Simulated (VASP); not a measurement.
# BAs (F-43m) in VASP: band structure with HSE06

Aim: the band structure of BAs with HSE06.

Everything below comes from runs of VASP 6.6.1. Logs are shortened: lines on timing, memory, paths and dates and some standing lists are left out, and cuts for length are marked.

## 1. The structure

Symmetry: F-43m, No. 216, cubic system. The conventional cell has a = 4.809 Å, b = 4.809 Å, c = 4.809 Å, α = 90.00°, β = 90.00°, γ = 90.00°. Around B (site symmetry -43m) lie 4 As at 2.08 Å. As (site symmetry -43m) has 4 B at 2.08 Å as nearest neighbours.

## 2. Band structure, HSE06

The input, POSCAR:

```
BAs
1.0
    0.0000000000      2.4045500000      2.4045500000
    2.4045500000      0.0000000000      2.4045500000
    2.4045500000      2.4045500000      0.0000000000
B As
1 1
Direct
    0.0000000000      0.0000000000      0.0000000000
    0.2500000000      0.2500000000      0.2500000000
```

The input, INCAR.step1:

```
PREC = Accurate ; ENCUT = 520
EDIFF = 1E-5 ; ISMEAR = 0
SIGMA = 0.02 ; LREAL = False
LASPH = True ; NELM = 60
ALGO = Normal ; ISIF = 2
LWAVE = True ; LCHARG = False
NBANDS = 11 ; GGA = PE
```

The input, INCAR.step2:

```
PREC = Accurate ; ENCUT = 520
EDIFF = 1E-6 ; ISMEAR = 0
SIGMA = 0.02 ; LREAL = False
LASPH = True ; NELM = 60
ALGO = Normal ; ISIF = 2
LWAVE = False ; LCHARG = False
GGA = PE ; LHFCALC = True
HFSCREEN = 0.2 ; PRECFOCK = Fast
NBANDS = 11 ; ISTART = 1
```

The input, KPOINTS:

```
Automatic mesh
0
Gamma
  8 8 8
```

The input, KPOINTS_OPT:

```
path GXWKGLUWLK,UX
10
line-mode
reciprocal
 0.0000000000  0.0000000000  0.0000000000  G
 0.5000000000  0.0000000000  0.5000000000  X

 0.5000000000  0.0000000000  0.5000000000  X
 0.5000000000  0.2500000000  0.7500000000  W

 0.5000000000  0.2500000000  0.7500000000  W
 0.3750000000  0.3750000000  0.7500000000  K

 0.3750000000  0.3750000000  0.7500000000  K
 0.0000000000  0.0000000000  0.0000000000  G

 0.0000000000  0.0000000000  0.0000000000  G
 0.5000000000  0.5000000000  0.5000000000  L

 0.5000000000  0.5000000000  0.5000000000  L
 0.6250000000  0.2500000000  0.6250000000  U

 0.6250000000  0.2500000000  0.6250000000  U
 0.5000000000  0.2500000000  0.7500000000  W

 0.5000000000  0.2500000000  0.7500000000  W
 0.5000000000  0.5000000000  0.5000000000  L

 0.5000000000  0.5000000000  0.5000000000  L
 0.3750000000  0.3750000000  0.7500000000  K

 0.6250000000  0.2500000000  0.6250000000  U
 0.5000000000  0.0000000000  0.5000000000  X
```

Potentials or basis: VASP PAW PBE potentials, release 64 (B, As).

On the command line:

```sh
cat potpaw_PBE.64/B/POTCAR potpaw_PBE.64/As/POTCAR > POTCAR
cp INCAR.step1 INCAR
mpirun -np 1 vasp_std > vasp.out
cp INCAR.step2 INCAR
mpirun -np 1 vasp_std > vasp.out
```

OUTCAR:

```text
PREC = Accurate
   ENCUT = 520
   EDIFF = 1E-6
   ISMEAR = 0
   LREAL = False
   LASPH = True
   NELM = 60
   ISIF = 2
   GGA = PE
   LHFCALC = True
   HFSCREEN = 0.2
   PRECFOCK = Fast
   ISTART = 1

 ion  position               nearest neighbor table
   1  0.000  0.000  0.000-   2 2.08   2 2.08   2 2.08   2 2.08
   2  0.250  0.250  0.250-   1 2.08   1 2.08   1 2.08   1 2.08

  LATTYP: Found a face centered cubic cell.
 ALAT       =     4.8091000000

  Lattice vectors:

 A1 = (   0.0000000000,   2.4045500000,   2.4045500000)
 A2 = (   2.4045500000,   0.0000000000,   2.4045500000)
 A3 = (   2.4045500000,   2.4045500000,   0.0000000000)

Analysis of symmetry for initial positions (statically):
=====================================================================
 Subroutine PRICEL returns:
 Original cell was already a primitive cell.

 Routine SETGRP: Setting up the symmetry group for a
 face centered cubic supercell.

 Subroutine GETGRP returns: Found 24 space group operations
 (whereof 24 operations were pure point group operations)
 out of a pool of 48 trial point group operations.

The static configuration has the point symmetry T_d .

Analysis of symmetry for dynamics (positions and initial velocities):
=====================================================================
 Subroutine PRICEL returns:
 Original cell was already a primitive cell.

 Routine SETGRP: Setting up the symmetry group for a
 face centered cubic supercell.

 Subroutine GETGRP returns: Found 24 space group operations
 (whereof 24 operations were pure point group operations)
 out of a pool of 48 trial point group operations.

The dynamic configuration has the point symmetry T_d .

 Subroutine INISYM returns: Found 24 space group operations
 (whereof 24 operations are pure point group operations),
 and found     1 'primitive' translations

----------------------------------------------------------------------------------------

                                     Primitive cell

  volume of cell :      27.8055

  direct lattice vectors                    reciprocal lattice vectors
     0.000000000  2.404550000  2.404550000    -0.207939115  0.207939115  0.207939115
     2.404550000  0.000000000  2.404550000     0.207939115 -0.207939115  0.207939115
     2.404550000  2.404550000  0.000000000     0.207939115  0.207939115 -0.207939115

[... 93 lines left out ...]
   PSTRESS=    0.0 pullay stress
   NELECT =       8.0000    total number of electrons
   NUPDOWN=      -1.0000    fix difference up-down
   EMIN   =  10.00;   EMAX   =-10.00  energy-range for DOS
   EFERMI =   0.00;   METHOD = LEGACY
   ISMEAR =     0;   SIGMA  =   0.02  broadening in eV -4-tet -1-fermi 0-gaus
   EFERMI_NEDOS =   21; number of points for ismear=-14 and -15
   IALGO  =     38    algorithm
   IMIX   =      1    mixing-type and parameters
     AMIX     =   0.40;   BMIX     =  1.00
     AMIX_MAG =   1.60;   BMIX_MAG =  1.00
  volume/ion in A,a.u.               =      13.90        93.82
  Fermi-wavevector in a.u.,A,eV,Ry     =   1.080756  2.042333 15.892063  1.168034
  Thomas-Fermi vector in A             =   2.216755
   LORBIT       =      0    0 simple, 1 ext, 2 COOP (PROOUT), +10 PAW based schemes
   GGA     = PE    functional components
   LHFCALC =     T    Hartree Fock is set to
   PRECFOCK=fast      Normal, Fast or Accurate (Low or Medium for compatibility)
   ENCUT4O =  -1.0   cutoff for four orbital integrals eV
   NKREDX  =     1    reduce k-point grid by
   NKREDY  =     1    reduce k-point grid by
   NKREDZ  =     1    reduce k-point grid by
   AEXX    =    0.2500 exact exchange contribution
   HFSCREEN=    0.2000 screening length (either q_TF or 0.3 A-1)
   HFSCREENC=   0.2000 screening length for correlation (either q_TF or 0.3 A-1)
   ENCUTFOCK=  -1.0 apply spherical cutoff to Coloumb kernel
   IVDW    =     0    specifies the selected vdW correction
   LEPSILON=     F    determine dielectric tensor
   LRPA    =     F    only Hartree local field effects (RPA)
 non-spin polarized calculation
 Gauss-broadening in eV      SIGMA  =   0.02
  energy-cutoff  :      520.00
  volume of cell :       27.81
 maximum number of plane-waves:       763
 NGX is ok and might be reduce to    28
  NGX = 16; NGY = 16; NGZ = 16

 number of electron       8.0000000 magnetization

 Free energy of the ion-electron system (eV)
  ---------------------------------------------------
  ext. energy  EPLUGINS =         0.00000000
  ---------------------------------------------------
  free energy    TOTEN  =       -13.28266276 eV

  energy without entropy =      -13.28266276  energy(sigma->0) =      -13.28266276

 E-fermi :   5.6712     XC(G=0):  -8.6822

 val. band max:        5.4871367787   @ k =   0.0000   0.0000   0.0000
 cond. band min:       7.3689762420   @ k =   0.3750   0.3750   0.0000
 fundamental gap:      1.8818394633
 Fermi energy:         5.6711783126

 k-point     1 :       0.0000    0.0000    0.0000
  band No.  band energies     occupation
      1     -11.2840      2.00000
      2       5.4871      2.00000
      3       5.4871      2.00000
      4       5.4871      2.00000
      5       9.5875      0.00000
      6       9.5875      0.00000
      7       9.5875      0.00000
      8      11.0986      0.00000
      9      16.0183      0.00000
     10      19.4688      0.00000
     11      19.4688      0.00000
[... 309 lines left out ...]
 k-point    24 :      -0.3750    0.2500    0.1250
  band No.  band energies     occupation
      1      -7.5368      2.00000
      2      -3.5504      2.00000
      3       0.5971      2.00000
      4       2.2186      2.00000
      5      10.3321      0.00000
      6      11.1029      0.00000
      7      14.1091      0.00000
      8      15.6667      0.00000
      9      16.8584      0.00000
     10      20.8723      0.00000
     11      21.8639      0.00000

 [... further k-points ...]
[... 5 lines left out ...]
  --------------------------------------------------------------------------------------
  -------------------------------------------------------------------------------------
  Total       -0.5953569     -0.5953569     -0.5953569      0.0000000      0.0000000     -0.0000000
  in kB      -34.3049284    -34.3049284    -34.3049284      0.0000000      0.0000000     -0.0000000
  external PRESSURE =     -34.3049284 kB  Pullay stress =       0.0000000 kB

 VOLUME and BASIS-vectors are now :
 -----------------------------------------------------------------------------
  energy-cutoff  :      520.00
  volume of cell :       27.81
      direct lattice vectors                 reciprocal lattice vectors
     0.000000000  2.404550000  2.404550000    -0.207939115  0.207939115  0.207939115
     2.404550000  0.000000000  2.404550000     0.207939115 -0.207939115  0.207939115
     2.404550000  2.404550000  0.000000000     0.207939115  0.207939115 -0.207939115

 POSITION                                       TOTAL-FORCE (eV/Angst)
 -----------------------------------------------------------------------------------
      0.00000      0.00000      0.00000         0.000000      0.000000      0.000000
      1.20227      1.20227      1.20227        -0.000000     -0.000000     -0.000000
 -----------------------------------------------------------------------------------
    total drift:                               -0.000000     -0.000000     -0.000000

  FREE ENERGIE OF THE ION-ELECTRON SYSTEM (eV)
  ---------------------------------------------------
  free  energy   TOTEN  =       -13.2826627580 eV

  energy  without entropy=      -13.2826627580  energy(sigma->0) =      -13.28266276
```

OUTCAR.step1:

```text
PREC = Accurate
   ENCUT = 520
   EDIFF = 1E-5
   ISMEAR = 0
   LREAL = False
[... 560 lines left out ...]
      0.00000      0.00000      0.00000         0.000000      0.000000      0.000000
      1.20227      1.20227      1.20227        -0.000000     -0.000000     -0.000000
 -----------------------------------------------------------------------------------
    total drift:                               -0.000000     -0.000000     -0.000000

  FREE ENERGIE OF THE ION-ELECTRON SYSTEM (eV)
  ---------------------------------------------------
  free  energy   TOTEN  =       -11.4112275184 eV

  energy  without entropy=      -11.4112275184  energy(sigma->0) =      -11.41122752
```

OSZICAR.step1:

```text
N       E                     dE             d eps       ncg     rms          rms(c)
DAV:   1     0.133018365528E+02    0.13302E+02   -0.37970E+03   638   0.644E+02
DAV:   2    -0.112313226266E+02   -0.24533E+02   -0.23564E+02   817   0.108E+02
DAV:   3    -0.120106688830E+02   -0.77935E+00   -0.77748E+00   801   0.177E+01
DAV:   4    -0.120129237301E+02   -0.22548E-02   -0.22548E-02   709   0.107E+00
DAV:   5    -0.120129273007E+02   -0.35706E-05   -0.35706E-05   761   0.465E-02    0.479E+00
DAV:   6    -0.114721325572E+02    0.54079E+00   -0.15230E+00   674   0.496E+00    0.233E+00
DAV:   7    -0.114172720924E+02    0.54860E-01   -0.17852E-01   737   0.208E+00    0.968E-01
DAV:   8    -0.114107612100E+02    0.65109E-02   -0.19892E-02   710   0.797E-01    0.966E-02
DAV:   9    -0.114110630904E+02   -0.30188E-03   -0.78399E-04   722   0.159E-01    0.567E-02
DAV:  10    -0.114112214328E+02   -0.15834E-03   -0.19476E-04   676   0.848E-02    0.120E-02
DAV:  11    -0.114112275184E+02   -0.60856E-05   -0.55308E-06   720   0.157E-02
   1 F= -.11411228E+02 E0= -.11411228E+02  d E =-.515337E-25
```

Run time: 43 min. Hardware: 1 thread of Intel Xeon Platinum 8375C at 2.90GHz (Ice Lake), shared host; peak memory 0.35 GiB.

Results:

```
Free energy             : -13.2827 eV
Pressure                : -3.4 GPa
Band gap on the k mesh  : 1.88 eV, indirect (least direct gap 4.10 eV)
Band gap along the path : 1.87 eV, indirect (least direct gap 4.10 eV)
```

Levels at the corners of the path, in eV from the valence-band top:
```csv
point,band 2,band 3,band 4,band 5,band 6,band 7
Γ,0.00,0.00,0.00,4.10,4.10,4.10
X,-9.38,-4.38,-4.38,2.11,2.18,12.76
X,-9.38,-4.38,-4.38,2.11,2.18,12.76
W,-8.90,-5.84,-5.54,6.18,7.06,7.65
W,-8.90,-5.84,-5.54,6.18,7.06,7.65
K,-8.97,-6.35,-3.74,2.78,6.51,10.45
K,-8.97,-6.35,-3.74,2.78,6.51,10.45
Γ,0.00,0.00,0.00,4.10,4.10,4.10
Γ,0.00,0.00,0.00,4.10,4.10,4.10
L,-9.55,-1.95,-1.95,3.45,5.69,5.69
L,-9.55,-1.95,-1.95,3.45,5.69,5.69
U,-8.97,-6.35,-3.74,2.78,6.51,10.45
U,-8.97,-6.35,-3.74,2.78,6.51,10.45
W,-8.90,-5.84,-5.54,6.18,7.06,7.65
W,-8.90,-5.84,-5.54,6.18,7.06,7.65
L,-9.55,-1.95,-1.95,3.45,5.69,5.69
L,-9.55,-1.95,-1.95,3.45,5.69,5.69
K,-8.97,-6.35,-3.74,2.78,6.51,10.45
U,-8.97,-6.35,-3.74,2.78,6.51,10.45
X,-9.38,-4.38,-4.38,2.11,2.18,12.76
```

Caveat: the PAW data sets were made with another functional, which shifts forces and pressure a little.
